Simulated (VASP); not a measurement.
# ZnS (F-43m) in VASP: further runs

The runs below take ZnS through band structure, with PBE0, PBE.

All numbers are computed with VASP 6.6.1; they aren't measurements. Logs are shortened: lines on timing, memory, paths and dates and some standing lists are left out, and cuts for length are marked.

**Experimental background.**

“Electronic, vibrational, and thermodynamic properties of ZnS (zincblende and rocksalt structure)”, 2009, arxiv:0911.5022 quotes, for a bulk crystal of ZnS at 19 K: band gap 3.85 eV (direct).

The runs below are set against these values where they give the same quantity.

## Step 1: The structure

It takes space group F-43m (No. 216, cubic). Conventional cell: a = 5.448 Å, b = 5.448 Å, c = 5.448 Å, α = 90.00°, β = 90.00°, γ = 90.00°. Around Zn (site symmetry -43m) lie 4 S at 2.36 Å. Around S (site symmetry -43m) lie 4 Zn at 2.36 Å.

The cell is a database's computed one.

## Step 2: Band structure, PBE0

File POSCAR:

```
ZnS                                     
1.0
    0.0000000000      2.7238519034      2.7238519034
    2.7238519034      0.0000000000      2.7238519034
    2.7238519034      2.7238519034     -0.0000000000
  Zn              S             
     1     1
Direct
     0.0000000000000000    0.0000000000000000    0.0000000000000000
     0.7500000000000000    0.7500000000000000    0.7500000000000000
```

File INCAR.step1:

```
PREC = Accurate ; ENCUT = 450
EDIFF = 1E-5 ; ISMEAR = 0
SIGMA = 0.02 ; LREAL = False
LASPH = True ; NELM = 120
ALGO = Normal ; ISIF = 2
LWAVE = True ; LCHARG = False
KPAR = 2 ; GGA = PE
```

File INCAR.step2:

```
PREC = Accurate ; ENCUT = 450
EDIFF = 1E-6 ; ISMEAR = 0
SIGMA = 0.02 ; LREAL = False
LASPH = True ; NELM = 120
ALGO = Normal ; ISIF = 2
LWAVE = False ; LCHARG = False
GGA = PE ; LHFCALC = True
AEXX = 0.25 ; PRECFOCK = Fast
HFRCUT = -1 ; KPAR = 2
ISTART = 1
```

File KPOINTS:

```
regular mesh
0
Gamma
  8 8 8
```

File KPOINTS_OPT:

```
path GXWKGLUWLK,UX
12
line-mode
reciprocal
 0.0000000000  0.0000000000  0.0000000000  G
 0.5000000000  0.0000000000  0.5000000000  X

 0.5000000000  0.0000000000  0.5000000000  X
 0.5000000000  0.2500000000  0.7500000000  W

 0.5000000000  0.2500000000  0.7500000000  W
 0.3750000000  0.3750000000  0.7500000000  K

 0.3750000000  0.3750000000  0.7500000000  K
 0.0000000000  0.0000000000  0.0000000000  G

 0.0000000000  0.0000000000  0.0000000000  G
 0.5000000000  0.5000000000  0.5000000000  L

 0.5000000000  0.5000000000  0.5000000000  L
 0.6250000000  0.2500000000  0.6250000000  U

 0.6250000000  0.2500000000  0.6250000000  U
 0.5000000000  0.2500000000  0.7500000000  W

 0.5000000000  0.2500000000  0.7500000000  W
 0.5000000000  0.5000000000  0.5000000000  L

 0.5000000000  0.5000000000  0.5000000000  L
 0.3750000000  0.3750000000  0.7500000000  K

 0.6250000000  0.2500000000  0.6250000000  U
 0.5000000000  0.0000000000  0.5000000000  X
```

Potentials or basis: VASP PAW PBE potentials, release 64 (Zn, S).

Launch:

```bash
$ cat potpaw_PBE.64/Zn/POTCAR potpaw_PBE.64/S/POTCAR > POTCAR
$ cp INCAR.step1 INCAR
$ mpirun -np 2 vasp_std > vasp.out
$ cp INCAR.step2 INCAR
$ mpirun -np 2 vasp_std > vasp.out
```

OUTCAR:

```text
PREC = Accurate
   ENCUT = 450
   EDIFF = 1E-6
   ISMEAR = 0
   LREAL = False
   LASPH = True
   NELM = 120
   ISIF = 2
   GGA = PE
   LHFCALC = True
   AEXX = 0.25
   PRECFOCK = Fast
   ISTART = 1

 ion  position               nearest neighbor table
   1  0.000  0.000  0.000-   2 2.36   2 2.36   2 2.36   2 2.36
   2  0.750  0.750  0.750-   1 2.36   1 2.36   1 2.36   1 2.36

  LATTYP: Found a face centered cubic cell.
 ALAT       =     5.4477038068

  Lattice vectors:

 A1 = (   0.0000000000,   2.7238519034,   2.7238519034)
 A2 = (   2.7238519034,   0.0000000000,   2.7238519034)
 A3 = (   2.7238519034,   2.7238519034,   0.0000000000)

Analysis of symmetry for initial positions (statically):
=====================================================================
 Subroutine PRICEL returns:
 Original cell was already a primitive cell.

 Routine SETGRP: Setting up the symmetry group for a
 face centered cubic supercell.

 Subroutine GETGRP returns: Found 24 space group operations
 (whereof 24 operations were pure point group operations)
 out of a pool of 48 trial point group operations.

The static configuration has the point symmetry T_d .

Analysis of symmetry for dynamics (positions and initial velocities):
=====================================================================
 Subroutine PRICEL returns:
 Original cell was already a primitive cell.

 Routine SETGRP: Setting up the symmetry group for a
 face centered cubic supercell.

 Subroutine GETGRP returns: Found 24 space group operations
 (whereof 24 operations were pure point group operations)
 out of a pool of 48 trial point group operations.

The dynamic configuration has the point symmetry T_d .

 Subroutine INISYM returns: Found 24 space group operations
 (whereof 24 operations are pure point group operations),
 and found     1 'primitive' translations

----------------------------------------------------------------------------------------

                                     Primitive cell

  volume of cell :      40.4185

  direct lattice vectors                    reciprocal lattice vectors
     0.000000000  2.723851903  2.723851903    -0.183563578  0.183563578  0.183563578
     2.723851903  0.000000000  2.723851903     0.183563578 -0.183563578  0.183563578
     2.723851903  2.723851903  0.000000000     0.183563578  0.183563578 -0.183563578

  length of vectors
     3.852108304  3.852108304  3.852108304     0.317941443  0.317941443  0.317941443

  position of ions in fractional coordinates (direct lattice)
     0.000000000  0.000000000  0.000000000
     0.750000000  0.750000000  0.750000000

  ion indices of the primitive-cell ions
   primitive index   ion index
                 1           1
                 2           2

----------------------------------------------------------------------------------------

 KPOINTS: regular mesh

Automatic generation of k-mesh.
 Grid dimensions read from file:
 generate k-points for:    8    8    8

 Generating k-lattice:

  Cartesian coordinates                     Fractional coordinates (reciprocal lattice)
    -0.022945447  0.022945447  0.022945447     0.125000000  0.000000000  0.000000000
     0.022945447 -0.022945447  0.022945447     0.000000000  0.125000000  0.000000000
     0.022945447  0.022945447 -0.022945447     0.000000000  0.000000000  0.125000000

  Length of vectors
     0.039742680  0.039742680  0.039742680

  Shift w.r.t. Gamma in fractional coordinates (k-lattice)
     0.000000000  0.000000000  0.000000000

 Subroutine IBZKPT returns following result:
 ===========================================

 Found     29 irreducible k-points:

 Following reciprocal coordinates:
            Coordinates               Weight
  0.000000  0.000000  0.000000      1.000000
  0.125000  0.000000  0.000000      8.000000
  0.250000  0.000000  0.000000      8.000000
  0.375000  0.000000  0.000000      8.000000
  0.500000  0.000000  0.000000      4.000000
  0.125000  0.125000  0.000000      6.000000
[... 16 lines left out ...]
  0.500000  0.250000  0.125000     48.000000
 -0.375000  0.250000  0.125000     24.000000
 [... further k-points ...]
   k-points           NKPTS =     29   k-points in BZ     NKDIM =    512   number of bands    NBANDS=     13
   number of dos      NEDOS =    301   number of ions     NIONS =      2
   total plane-waves  NPLWV =  21952
   dimension x,y,z NGX =    28 NGY =   28 NGZ =   28
   dimension x,y,z NGXF=    56 NGYF=   56 NGZF=   56
   ions per type =               1   1
   NGX,Y,Z   is equivalent  to a cutoff of  12.08, 12.08, 12.08 a.u.
   NGXF,Y,Z  is equivalent  to a cutoff of  24.17, 24.17, 24.17 a.u.
 SYSTEM =  unknown system
   PREC   = accura    normal or accurate (medium, high low for compatibility)
   ISTART =      1    job   : 0-new  1-cont  2-samecut
   ICHARG =      0    charge: 1-file 2-atom 10-const
   ISPIN  =      1    spin polarized calculation?
   LNONCOLLINEAR =      F non collinear calculations
   LSORBIT =      F    spin-orbit coupling
   LASPH  =      T    aspherical Exc in radial PAW
   ENCUT  =  450.0 eV  33.07 Ry    5.75 a.u.   6.66  6.66  6.66*2*pi/ulx,y,z
   NELM   =    120;   NELMIN=  2; NELMDL=  0     # of ELM steps
   EDIFF  = 0.1E-05   stopping-criterion for ELM
   LREAL  =      F    real-space projection
   EDIFFG = 0.1E-04   stopping-criterion for IOM
   NSW    =      0    number of steps for IOM
   IBRION =     -1    ionic relax: 0-MD 1-quasi-New 2-CG
   NFREE  =      0    steps in history (QN), initial steepest desc. (CG)
   ISIF   =      2    stress and relaxation
   ISYM   =      3    0-nonsym 1-usesym 2-fastsym
   POTIM  = 0.5000    time-step for ionic-motion
   TEBEG  =    0.0;   TEEND  =   0.0 temperature during run
   PSTRESS=    0.0 pullay stress
   NELECT =      18.0000    total number of electrons
   NUPDOWN=      -1.0000    fix difference up-down
   EMIN   =  10.00;   EMAX   =-10.00  energy-range for DOS
   EFERMI =   0.00;   METHOD = LEGACY
   ISMEAR =     0;   SIGMA  =   0.02  broadening in eV -4-tet -1-fermi 0-gaus
   EFERMI_NEDOS =   21; number of points for ismear=-14 and -15
   IALGO  =     38    algorithm
   IMIX   =      1    mixing-type and parameters
     AMIX     =   0.40;   BMIX     =  1.00
     AMIX_MAG =   1.60;   BMIX_MAG =  1.00
  volume/ion in A,a.u.               =      20.21       136.38
  Fermi-wavevector in a.u.,A,eV,Ry     =   1.250179  2.362496 21.265190  1.562947
  Thomas-Fermi vector in A             =   2.384185
   LORBIT       =      0    0 simple, 1 ext, 2 COOP (PROOUT), +10 PAW based schemes
   GGA     = PE    functional components
   LHFCALC =     T    Hartree Fock is set to
   PRECFOCK=fast      Normal, Fast or Accurate (Low or Medium for compatibility)
   ENCUT4O =  -1.0   cutoff for four orbital integrals eV
   NKREDX  =     1    reduce k-point grid by
   NKREDY  =     1    reduce k-point grid by
   NKREDZ  =     1    reduce k-point grid by
   AEXX    =    0.2500 exact exchange contribution
   HFSCREEN=    0.0000 screening length (either q_TF or 0.3 A-1)
   HFSCREENC=   0.0000 screening length for correlation (either q_TF or 0.3 A-1)
   ENCUTFOCK=  -1.0 apply spherical cutoff to Coloumb kernel
   IVDW    =     0    specifies the selected vdW correction
   LEPSILON=     F    determine dielectric tensor
   LRPA    =     F    only Hartree local field effects (RPA)
 non-spin polarized calculation
 Gauss-broadening in eV      SIGMA  =   0.02
  energy-cutoff  :      450.00
  volume of cell :       40.42
 maximum number of plane-waves:       893
  NGX = 16; NGY = 16; NGZ = 16

 number of electron      17.9999987 magnetization

 Free energy of the ion-electron system (eV)
  ---------------------------------------------------
  ext. energy  EPLUGINS =         0.00000000
  ---------------------------------------------------
  free energy    TOTEN  =        -8.92614186 eV

  energy without entropy =       -8.92614186  energy(sigma->0) =       -8.92614186

 E-fermi :   0.9385     XC(G=0):  -7.5057

 val. band max:        0.8014561841   @ k =   0.0000   0.0000   0.0000
 cond. band min:       4.6649268121   @ k =   0.0000   0.0000   0.0000
 fundamental gap:      3.8634706280
 Fermi energy:         0.9384954536

 k-point     1 :       0.0000    0.0000    0.0000
  band No.  band energies     occupation
      1     -13.4234      2.00000
      2      -7.0282      2.00000
      3      -7.0282      2.00000
      4      -7.0282      2.00000
      5      -6.6090      2.00000
      6      -6.6090      2.00000
      7       0.8015      2.00000
      8       0.8015      2.00000
      9       0.8015      2.00000
     10       4.6649      0.00000
     11       9.2128      0.00000
     12       9.2128      0.00000
     13       9.2128      0.00000

 k-point     2 :       0.1250    0.0000    0.0000
  band No.  band energies     occupation
      1     -13.3027      2.00000
      2      -7.0096      2.00000
      3      -7.0096      2.00000
      4      -7.0084      2.00000
      5      -6.6105      2.00000
      6      -6.6105      2.00000
      7      -0.3369      2.00000
      8       0.6498      2.00000
      9       0.6498      2.00000
     10       5.4963      0.00000
     11       9.0838      0.00000
     12       9.4798      0.00000
     13       9.4798      0.00000

 k-point     3 :       0.2500    0.0000    0.0000
  band No.  band energies     occupation
      1     -12.9886      2.00000
      2      -6.9690      2.00000
      3      -6.9690      2.00000
      4      -6.9109      2.00000
      5      -6.6084      2.00000
      6      -6.6084      2.00000
      7      -2.2406      2.00000
      8       0.3174      2.00000
      9       0.3174      2.00000
     10       6.1386      0.00000
     11       9.7009      0.00000
     12       9.8566      0.00000
     13       9.8566      0.00000
[... 305 lines left out ...]
 k-point    23 :       0.5000    0.2500    0.1250
  band No.  band energies     occupation
      1     -12.4534      2.00000
      2      -6.9043      2.00000
      3      -6.8785      2.00000
      4      -6.7021      2.00000
      5      -6.5910      2.00000
      6      -6.4839      2.00000
      7      -3.6997      2.00000
      8      -1.5192      2.00000
      9      -0.5094      2.00000
     10       7.6399      0.00000
     11       8.7040      0.00000
     12       9.9444      0.00000
     13      11.6171      0.00000

 k-point    24 :      -0.3750    0.2500    0.1250
  band No.  band energies     occupation
      1     -12.3246      2.00000
      2      -6.8989      2.00000
      3      -6.8626      2.00000
      4      -6.6444      2.00000
      5      -6.5964      2.00000
      6      -6.3045      2.00000
      7      -4.2977      2.00000
      8      -1.6519      2.00000
      9      -0.7062      2.00000
     10       7.6175      0.00000
     11       8.6188      0.00000
     12      10.7189      0.00000
     13      11.8453      0.00000

 [... further k-points ...]

------------------------ aborting loop because EDIFF is reached ----------------------------------------

  FORCE on cell =-STRESS in cart. coord.  units (eV):
  Direction    XX          YY          ZZ          XY          YZ          ZX
  --------------------------------------------------------------------------------------
  -------------------------------------------------------------------------------------
  Total       -0.3218018     -0.3218018     -0.3218018      0.0000000     -0.0000000      0.0000000
  in kB      -12.7561177    -12.7561177    -12.7561177      0.0000000     -0.0000000      0.0000000
  external PRESSURE =     -12.7561177 kB  Pullay stress =       0.0000000 kB

 VOLUME and BASIS-vectors are now :
 -----------------------------------------------------------------------------
  energy-cutoff  :      450.00
  volume of cell :       40.42
      direct lattice vectors                 reciprocal lattice vectors
     0.000000000  2.723851903  2.723851903    -0.183563578  0.183563578  0.183563578
     2.723851903  0.000000000  2.723851903     0.183563578 -0.183563578  0.183563578
     2.723851903  2.723851903  0.000000000     0.183563578  0.183563578 -0.183563578

 POSITION                                       TOTAL-FORCE (eV/Angst)
 -----------------------------------------------------------------------------------
      0.00000      0.00000      0.00000        -0.000000     -0.000000      0.000000
      4.08578      4.08578      4.08578         0.000000      0.000000     -0.000000
 -----------------------------------------------------------------------------------
    total drift:                               -0.000034     -0.000009     -0.000013

  FREE ENERGIE OF THE ION-ELECTRON SYSTEM (eV)
  ---------------------------------------------------
  free  energy   TOTEN  =        -8.9261418629 eV

  energy  without entropy=       -8.9261418629  energy(sigma->0) =       -8.92614186
```

Run time: 57 min. Hardware: 2 MPI ranks of Intel Xeon Platinum 8488C (Sapphire Rapids), shared host; peak memory 0.28 GiB.

Results:

* Free energy: -8.9261 eV
* Pressure: -1.3 GPa
* Band gap on the k mesh: 3.86 eV, direct
* Band gap along the path: 3.86 eV, direct

Levels at the corners of the path, in eV from the valence-band top:
```tsv
point	band 7	band 8	band 9	band 10	band 11	band 12
Γ	0.00	0.00	0.00	3.86	8.41	8.41
X	-4.94	-2.29	-2.29	5.12	5.96	13.09
X	-4.94	-2.29	-2.29	5.12	5.96	13.09
W	-4.77	-2.92	-2.79	7.50	8.16	9.90
W	-4.77	-2.92	-2.79	7.50	8.16	9.90
K	-4.83	-3.27	-1.87	5.94	7.95	11.40
K	-4.83	-3.27	-1.87	5.94	7.95	11.40
Γ	0.00	0.00	0.00	3.86	8.41	8.41
Γ	0.00	0.00	0.00	3.86	8.41	8.41
L	-5.51	-0.89	-0.89	5.18	8.91	8.91
L	-5.51	-0.89	-0.89	5.18	8.91	8.91
U	-4.83	-3.27	-1.87	5.94	7.95	11.40
U	-4.83	-3.27	-1.87	5.94	7.95	11.40
W	-4.77	-2.92	-2.79	7.50	8.16	9.90
W	-4.77	-2.92	-2.79	7.50	8.16	9.90
L	-5.51	-0.89	-0.89	5.18	8.91	8.91
L	-5.51	-0.89	-0.89	5.18	8.91	8.91
K	-4.83	-3.27	-1.87	5.94	7.95	11.40
U	-4.83	-3.27	-1.87	5.94	7.95	11.40
X	-4.94	-2.29	-2.29	5.12	5.96	13.09
```

Caveat: the PAW data sets were made with another functional, which shifts forces and pressure a little.

## Step 3: Band structure, PBE

File INCAR:

```
PREC = Accurate ; ENCUT = 300
EDIFF = 1E-6 ; ISMEAR = 0
SIGMA = 0.02 ; LREAL = False
LASPH = True ; NELM = 120
ALGO = Normal ; ISIF = 2
LWAVE = False ; LCHARG = False
GGA = PE ; KPAR = 2
```

File KPOINTS:

```
regular mesh
0
Gamma
  12 12 12
```

POSCAR is that of step 2.

Changes to KPOINTS_OPT since step 2:

```diff
@@ -1,3 +1,3 @@
 path GXWKGLUWLK,UX
-12
+20
 line-mode
```

Potentials or basis: VASP PAW PBE potentials, release 64 (Zn, S).

Launch:

```bash
$ cat potpaw_PBE.64/Zn/POTCAR potpaw_PBE.64/S/POTCAR > POTCAR
$ mpirun -np 2 vasp_std > vasp.out
```

Run time: 10 s. Hardware: 2 MPI ranks of Intel Xeon Platinum 8488C (Sapphire Rapids), shared host; peak memory 0.14 GiB.

Results (log left out):

* Free energy: -6.8493 eV
* Band gap on the k mesh: 2.00 eV, direct
* Band gap along the path: 2.00 eV, direct

Levels at the corners of the path, in eV from the valence-band top:
```tsv
point	band 7	band 8	band 9	band 10	band 11	band 12
Γ	0.00	0.00	0.00	2.00	6.41	6.41
X	-4.46	-2.14	-2.14	3.46	4.08	10.81
X	-4.46	-2.14	-2.14	3.46	4.08	10.81
W	-4.47	-2.63	-2.62	5.72	5.93	7.82
W	-4.47	-2.63	-2.62	5.72	5.93	7.82
K	-4.51	-3.00	-1.74	4.15	5.91	9.34
K	-4.51	-3.00	-1.74	4.15	5.91	9.34
Γ	0.00	0.00	0.00	2.00	6.41	6.41
Γ	0.00	0.00	0.00	2.00	6.41	6.41
L	-5.14	-0.83	-0.83	3.26	6.94	6.94
L	-5.14	-0.83	-0.83	3.26	6.94	6.94
U	-4.51	-3.00	-1.74	4.15	5.91	9.34
U	-4.51	-3.00	-1.74	4.15	5.91	9.34
W	-4.47	-2.63	-2.62	5.72	5.93	7.82
W	-4.47	-2.63	-2.62	5.72	5.93	7.82
L	-5.14	-0.83	-0.83	3.26	6.94	6.94
L	-5.14	-0.83	-0.83	3.26	6.94	6.94
K	-4.51	-3.00	-1.74	4.15	5.91	9.34
U	-4.51	-3.00	-1.74	4.15	5.91	9.34
X	-4.46	-2.14	-2.14	3.46	4.08	10.81
```

Caveat: the cutoff is under 1.25 times the usual one of these potentials, so pressure, stress and relaxed cells hold a basis-set (Pulay) error.

(Part 1 of 2 ends here.)
